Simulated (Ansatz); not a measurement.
# BaO: the cell at several levels of theory

The task here is to estimate one member of a computed series from the others.

Code: Ansatz 0.2.0. PAW datasets, plane waves, zero pressure. Spin-unpolarised throughout; all numbers are computed.

### The system as given

It is cubic, Fm-3m (No. 225); a = 5.500 Å in the conventional setting, 20.80 Å³ an atom. Ba has 6 O at 2.75 Å; O has 6 Ba at 2.75 Å.

Structure file:

```
Ba O
1.0
     0.00000    2.75000    2.75000
     2.75000    0.00000    2.75000
     2.75000    2.75000    0.00000
Ba O
1 1
Direct
  0.00000 0.00000 0.00000
  0.50000 0.50000 0.50000
```

The first run:

File input.yaml:

```yaml
crystal:
  lattice:
    - [0.0, 2.75, 2.75]
    - [2.75, 0.0, 2.75]
    - [2.75, 2.75, 0.0]
  atoms:
    - { symbol: Ba, position: [0.0, 0.0, 0.0] }
    - { symbol: O, position: [0.5, 0.5, 0.5] }
kpoints:
  mp_grid: { grid: [8, 8, 8] }
hamiltonian:
  xc: pbe
scf:
  occupations: { method: fermi_dirac, width: 0.02 }
relax:
  f_tol: 0.005
  cell: {}
```

Launch:

```console
> ansatz run input.yaml --threads 2 --pin off --max-ram 2211MiB --backend cpu --events-out ev --progress --plain --runs-dir out
```

Steps of the session up to this table: Relaxation with PBE; r2SCAN: cell and atoms; Relaxation with PBEsol; LDA: cell and atoms; Relaxation with HSE06.

One of the session's tables, all rows but one given; the rest of the session is left out.

| level | a (Å) | volume (Å³/atom) |
| --- | --- | --- |
| PBE | 5.573 | 21.640 |
| r2SCAN | 5.544 | 21.299 |
| PBEsol | 5.490 | 20.684 |
| LDA | ? | ? |
| HSE06 | 5.532 | 21.162 |

Q: Estimate the row for LDA from the others.

As computed: a (Å): 5.434; volume (Å³/atom): 20.060. In the column «a (Å)» it is the lowest.

What this shows: The first relaxation changed the volume by +4.1 % from the start. LDA gives the smallest cell and PBE the largest; they differ by 7.9 % in volume, a mean of 2.6 % in length. The meshes differ: PBE 8×8×8, r2SCAN 8×8×8, PBEsol 8×8×8, LDA 8×8×8, HSE06 6×6×6.
